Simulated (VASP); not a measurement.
# CuCl (F-43m) in VASP: a series of runs

The runs below take CuCl through electric field gradients, with PBE.

Everything below comes from runs of VASP 6.6.1. Logs are shortened: lines on timing, memory, paths and dates and some standing lists are left out, and cuts for length are marked.

**The experiment to reproduce.**

From a printed reference work, data compilation, for a bulk crystal of CuCl at 4.2 K: band gap 3.399 eV (direct).

How close the calculation comes is told below.

## 1. The cell of the first run

The structure is cubic, space group F-43m (No. 216). Conventional cell: a = 5.310 Å, b = 5.310 Å, c = 5.310 Å, α = 90.00°, β = 90.00°, γ = 90.00°. Cu (site symmetry -43m) has 4 Cl at 2.30 Å within 3.0 Å. Cl (site symmetry -43m) has 4 Cu at 2.30 Å within 3.0 Å.

## 2. Electric field gradients, PBE (volume scaled by 0.9405)

Contents of INCAR:

```
PREC = Accurate
ENCUT = 520
EDIFF = 1E-8
ISMEAR = -1
SIGMA = 0.05
LREAL = False
LASPH = True
NELM = 120
ALGO = Normal
ISIF = 2
LWAVE = False
LCHARG = False
GGA = PE
LEFG = True
NBANDS = 16
GGA_COMPAT = False
```

Contents of KPOINTS:

```
regular mesh
0
Gamma
  13 13 13
```

Contents of POSCAR:

```
CuCl
1.0
    0.0000000000      2.6552469348      2.6552469348
    2.6552469348      0.0000000000      2.6552469348
    2.6552469348      2.6552469348      0.0000000000
Cu Cl
1 1
Direct
    0.0000000000      0.0000000000      0.0000000000
    0.7500000000      0.7500000000      0.7500000000
```

Potentials or basis: VASP PAW PBE potentials, release 64 (Cu, Cl).

Started as:

```console
cat potpaw_PBE.64/Cu/POTCAR potpaw_PBE.64/Cl/POTCAR > POTCAR
mpirun -np 1 vasp_std > vasp.out
```

OUTCAR:

```text
PREC = Accurate
   ENCUT = 520
   EDIFF = 1E-8
   ISMEAR = -1
   LREAL = False
   LASPH = True
   NELM = 120
   ISIF = 2
   GGA = PE

 ion  position               nearest neighbor table
   1  0.000  0.000  0.000-   2 2.30   2 2.30   2 2.30   2 2.30
   2  0.750  0.750  0.750-   1 2.30   1 2.30   1 2.30   1 2.30

  LATTYP: Found a face centered cubic cell.
 ALAT       =     5.3104938696

  Lattice vectors:

 A1 = (   0.0000000000,   2.6552469348,   2.6552469348)
 A2 = (   2.6552469348,   0.0000000000,   2.6552469348)
 A3 = (   2.6552469348,   2.6552469348,   0.0000000000)

Analysis of symmetry for initial positions (statically):
=====================================================================
 Subroutine PRICEL returns:
 Original cell was already a primitive cell.

 Routine SETGRP: Setting up the symmetry group for a
 face centered cubic supercell.

 Subroutine GETGRP returns: Found 24 space group operations
 (whereof 24 operations were pure point group operations)
 out of a pool of 48 trial point group operations.

The static configuration has the point symmetry T_d .

Analysis of symmetry for dynamics (positions and initial velocities):
=====================================================================
 Subroutine PRICEL returns:
 Original cell was already a primitive cell.

 Routine SETGRP: Setting up the symmetry group for a
 face centered cubic supercell.

 Subroutine GETGRP returns: Found 24 space group operations
 (whereof 24 operations were pure point group operations)
 out of a pool of 48 trial point group operations.

The dynamic configuration has the point symmetry T_d .

 Subroutine INISYM returns: Found 24 space group operations
 (whereof 24 operations are pure point group operations),
 and found     1 'primitive' translations

----------------------------------------------------------------------------------------

                                     Primitive cell

  volume of cell :      37.4408

  direct lattice vectors                    reciprocal lattice vectors
     0.000000000  2.655246935  2.655246935    -0.188306403  0.188306403  0.188306403
     2.655246935  0.000000000  2.655246935     0.188306403 -0.188306403  0.188306403
     2.655246935  2.655246935  0.000000000     0.188306403  0.188306403 -0.188306403

  length of vectors
     3.755086227  3.755086227  3.755086227     0.326156258  0.326156258  0.326156258

  position of ions in fractional coordinates (direct lattice)
     0.000000000  0.000000000  0.000000000
     0.750000000  0.750000000  0.750000000

  ion indices of the primitive-cell ions
   primitive index   ion index
                 1           1
                 2           2

----------------------------------------------------------------------------------------

 KPOINTS: regular mesh

Automatic generation of k-mesh.
 Grid dimensions read from file:
 generate k-points for:   13   13   13

 Generating k-lattice:

  Cartesian coordinates                     Fractional coordinates (reciprocal lattice)
    -0.014485108  0.014485108  0.014485108     0.076923077  0.000000000  0.000000000
     0.014485108 -0.014485108  0.014485108     0.000000000  0.076923077  0.000000000
     0.014485108  0.014485108 -0.014485108     0.000000000  0.000000000  0.076923077

  Length of vectors
     0.025088943  0.025088943  0.025088943

  Shift w.r.t. Gamma in fractional coordinates (k-lattice)
     0.000000000  0.000000000  0.000000000

 Subroutine IBZKPT returns following result:
 ===========================================

 Found     84 irreducible k-points:

 Following reciprocal coordinates:
            Coordinates               Weight
  0.000000  0.000000  0.000000      1.000000
  0.076923  0.000000  0.000000      8.000000
  0.153846  0.000000  0.000000      8.000000
  0.230769  0.000000  0.000000      8.000000
  0.307692  0.000000  0.000000      8.000000
  0.384615  0.000000  0.000000      8.000000
[... 16 lines left out ...]
  0.384615  0.153846  0.000000     24.000000
  0.461538  0.153846  0.000000     24.000000
 [... further k-points ...]
   k-points           NKPTS =     84   k-points in BZ     NKDIM =     84   number of bands    NBANDS=     16
   number of dos      NEDOS =    301   number of ions     NIONS =      2
   total plane-waves  NPLWV =  21952
   dimension x,y,z NGX =    28 NGY =   28 NGZ =   28
   dimension x,y,z NGXF=    56 NGYF=   56 NGZF=   56
   ions per type =               1   1
   NGX,Y,Z   is equivalent  to a cutoff of  12.40, 12.40, 12.40 a.u.
   NGXF,Y,Z  is equivalent  to a cutoff of  24.79, 24.79, 24.79 a.u.
 SYSTEM =  unknown system
   PREC   = accura    normal or accurate (medium, high low for compatibility)
   ISTART =      0    job   : 0-new  1-cont  2-samecut
   ICHARG =      2    charge: 1-file 2-atom 10-const
   ISPIN  =      1    spin polarized calculation?
   LNONCOLLINEAR =      F non collinear calculations
   LSORBIT =      F    spin-orbit coupling
   LASPH  =      T    aspherical Exc in radial PAW
   ENCUT  =  520.0 eV  38.22 Ry    6.18 a.u.   6.98  6.98  6.98*2*pi/ulx,y,z
   NELM   =    120;   NELMIN=  2; NELMDL= -5     # of ELM steps
   EDIFF  = 0.1E-07   stopping-criterion for ELM
   LREAL  =      F    real-space projection
   EDIFFG = 0.1E-06   stopping-criterion for IOM
   NSW    =      0    number of steps for IOM
   IBRION =     -1    ionic relax: 0-MD 1-quasi-New 2-CG
   NFREE  =      0    steps in history (QN), initial steepest desc. (CG)
   ISIF   =      2    stress and relaxation
   ISYM   =      2    0-nonsym 1-usesym 2-fastsym
   POTIM  = 0.5000    time-step for ionic-motion
   TEBEG  =    0.0;   TEEND  =   0.0 temperature during run
   PSTRESS=    0.0 pullay stress
   NELECT =      18.0000    total number of electrons
   NUPDOWN=      -1.0000    fix difference up-down
   EMIN   =  10.00;   EMAX   =-10.00  energy-range for DOS
   EFERMI =   0.00;   METHOD = LEGACY
   ISMEAR =    -1;   SIGMA  =   0.05  broadening in eV -4-tet -1-fermi 0-gaus
   EFERMI_NEDOS =   21; number of points for ismear=-14 and -15
   IALGO  =     38    algorithm
   IMIX   =      4    mixing-type and parameters
     AMIX     =   0.40;   BMIX     =  1.00
     AMIX_MAG =   1.60;   BMIX_MAG =  1.00
  volume/ion in A,a.u.               =      18.72       126.33
  Fermi-wavevector in a.u.,A,eV,Ry     =   1.282480  2.423537 22.378265  1.644756
  Thomas-Fermi vector in A             =   2.414789
   LORBIT       =      0    0 simple, 1 ext, 2 COOP (PROOUT), +10 PAW based schemes
   GGA     = PE    functional components
   LHFCALC =     F    Hartree Fock is set to
   AEXX    =    0.0000 exact exchange contribution
   IVDW    =     0    specifies the selected vdW correction
   LEPSILON=     F    determine dielectric tensor
   LRPA    =     F    only Hartree local field effects (RPA)
 non-spin polarized calculation
  energy-cutoff  :      520.00
  volume of cell :       37.44
 maximum number of plane-waves:      1020
   NGX = 13   NGY = 13   NGZ = 13

 number of electron      18.0000011 magnetization

 Free energy of the ion-electron system (eV)
  ---------------------------------------------------
  ext. energy  EPLUGINS =         0.00000000
  ---------------------------------------------------
  free energy    TOTEN  =        -6.31379059 eV

  energy without entropy =       -6.31378508  energy(sigma->0) =       -6.31378783

 E-fermi :   4.8732     XC(G=0):  -9.6955

 val. band max:        4.4629932730   @ k =   0.0000   0.0000   0.0000
 cond. band min:       5.1200241545   @ k =   0.0000   0.0000   0.0000
 fundamental gap:      0.6570308815
 Fermi energy:         4.8732078224

 k-point     1 :       0.0000    0.0000    0.0000
  band No.  band energies     occupation
      1     -12.8787      2.00000
      2      -0.7327      2.00000
      3      -0.7327      2.00000
      4      -0.7327      2.00000
      5       2.7883      2.00000
      6       2.7883      2.00000
[... 8 lines left out ...]
     15      16.3021      0.00000
     16      17.5537      0.00000

 k-point     2 :       0.0769    0.0000    0.0000
  band No.  band energies     occupation
      1     -12.8515      2.00000
      2      -0.8582      2.00000
      3      -0.7300      2.00000
      4      -0.7300      2.00000
      5       2.7837      2.00000
      6       2.7837      2.00000
[... 8 lines left out ...]
     15      16.0276      0.00000
     16      17.8549      0.00000

 k-point     3 :       0.1538    0.0000    0.0000
  band No.  band energies     occupation
      1     -12.7747      2.00000
      2      -1.1832      2.00000
      3      -0.7233      2.00000
      4      -0.7233      2.00000
      5       2.7753      2.00000
      6       2.7753      2.00000
[... 8 lines left out ...]
     15      15.6026      0.00000
     16      17.7165      0.00000

 k-point     4 :       0.2308    0.0000    0.0000
  band No.  band energies     occupation
      1     -12.6628      2.00000
      2      -1.5997      2.00000
      3      -0.7151      2.00000
      4      -0.7151      2.00000
      5       2.7757      2.00000
      6       2.7757      2.00000
[... 8 lines left out ...]
     15      15.4752      0.00000
     16      17.1226      0.00000

 k-point     5 :       0.3077    0.0000    0.0000
  band No.  band energies     occupation
      1     -12.5391      2.00000
      2      -2.0054      2.00000
      3      -0.7085      2.00000
      4      -0.7084      2.00000
      5       2.7951      2.00000
      6       2.7951      2.00000
[... 8 lines left out ...]
     15      15.8391      0.00000
     16      16.7088      0.00000

 k-point     6 :       0.3846    0.0000    0.0000
  band No.  band energies     occupation
      1     -12.4322      2.00000
      2      -2.3223      2.00000
      3      -0.7045      2.00000
      4      -0.7045      2.00000
      5       2.8313      2.00000
      6       2.8313      2.00000
[... 8 lines left out ...]
     15      16.6276      0.00000
     16      16.6276      0.00000
[... 267 lines left out ...]
 k-point    21 :       0.2308    0.1538    0.0000
  band No.  band energies     occupation
      1     -12.6567      2.00000
      2      -1.4955      2.00000
      3      -0.7722      2.00000
      4      -0.7670      2.00000
      5       2.6655      2.00000
      6       2.8521      2.00000
[... 8 lines left out ...]
     15      16.5198      0.00000
     16      19.2702      0.00000

 k-point    22 :       0.3077    0.1538    0.0000
  band No.  band energies     occupation
      1     -12.5482      2.00000
      2      -1.8081      2.00000
      3      -0.8071      2.00000
      4      -0.7663      2.00000
      5       2.6602      2.00000
      6       2.8711      2.00000
[... 8 lines left out ...]
     15      16.6842      0.00000
     16      18.6845      0.00000

 k-point    23 :       0.3846    0.1538    0.0000
  band No.  band energies     occupation
      1     -12.4383      2.00000
      2      -2.0894      2.00000
      3      -0.8687      2.00000
      4      -0.7577      2.00000
      5       2.6886      2.00000
      6       2.8897      2.00000
[... 8 lines left out ...]
     15      17.2040      0.00000
     16      18.3314      0.00000

 k-point    24 :       0.4615    0.1538    0.0000
  band No.  band energies     occupation
      1     -12.3536      2.00000
      2      -2.2844      2.00000
      3      -0.9420      2.00000
      4      -0.7423      2.00000
      5       2.7299      2.00000
      6       2.8915      2.00000
[... 8 lines left out ...]
     15      17.7627      0.00000
     16      18.3091      0.00000

 [... further k-points ...]
[... 5 lines left out ...]
  --------------------------------------------------------------------------------------
  -------------------------------------------------------------------------------------
  Total        0.8815195      0.8815195      0.8815195     -0.0000000     -0.0000000      0.0000000
  in kB       37.7222648     37.7222648     37.7222648     -0.0000000     -0.0000000      0.0000000
  external PRESSURE =      37.7222648 kB  Pullay stress =       0.0000000 kB

 VOLUME and BASIS-vectors are now :
 -----------------------------------------------------------------------------
  energy-cutoff  :      520.00
  volume of cell :       37.44
      direct lattice vectors                 reciprocal lattice vectors
     0.000000000  2.655246935  2.655246935    -0.188306403  0.188306403  0.188306403
     2.655246935  0.000000000  2.655246935     0.188306403 -0.188306403  0.188306403
     2.655246935  2.655246935  0.000000000     0.188306403  0.188306403 -0.188306403

 POSITION                                       TOTAL-FORCE (eV/Angst)
 -----------------------------------------------------------------------------------
      0.00000      0.00000      0.00000        -0.000000     -0.000000     -0.000000
      3.98287      3.98287      3.98287         0.000000      0.000000      0.000000
 -----------------------------------------------------------------------------------
    total drift:                               -0.000001     -0.000001     -0.000001

  FREE ENERGIE OF THE ION-ELECTRON SYSTEM (eV)
  ---------------------------------------------------
  free  energy   TOTEN  =        -6.3137905869 eV

  energy  without entropy=       -6.3137850831  energy(sigma->0) =       -6.31378783

 Electric field gradients (V/A^2)
---------------------------------------------------------------------
 ion       V_xx      V_yy      V_zz      V_xy      V_xz      V_yz
---------------------------------------------------------------------
   1      -0.000     0.000    -0.000    -0.001    -0.001    -0.001
   2       0.000     0.000    -0.000     0.000     0.000     0.000
---------------------------------------------------------------------

 Electric field gradients after diagonalization (V/A^2)
 (convention: |V_zz| > |V_xx| > |V_yy|)
----------------------------------------------------------------------
 ion       V_xx      V_yy      V_zz     asymmetry (V_yy - V_xx)/ V_zz
----------------------------------------------------------------------
   1       0.001     0.001    -0.003       0.000
   2      -0.000    -0.000     0.000       0.000
----------------------------------------------------------------------

           NMR quadrupolar parameters

 Cq : quadrupolar parameter    Cq=e*Q*V_zz/h
 eta: asymmetry parameters     (V_yy - V_xx)/ V_zz
 Q  : nuclear electric quadrupole moment in mb (millibarn)
----------------------------------------------------------------------
 ion       Cq(MHz)       eta       Q (mb)
----------------------------------------------------------------------
   1      -0.000       0.000       1.000
   2       0.000       0.000       1.000
----------------------------------------------------------------------
```

Run time: 36 s. Hardware: 1 thread of AMD EPYC 9R45 (Zen 5), shared host; peak memory 0.16 GiB.

Results:

* Free energy: -6.3138 eV
* Pressure: 3.8 GPa
* Band gap on the k mesh: 0.66 eV, direct

Caveat: without QUAD_EFG the Cq values of the log hold for a quadrupole moment of 1 mb, not for the nuclei. A k mesh can miss the band edges.

(Continued in part 2 of 3.)
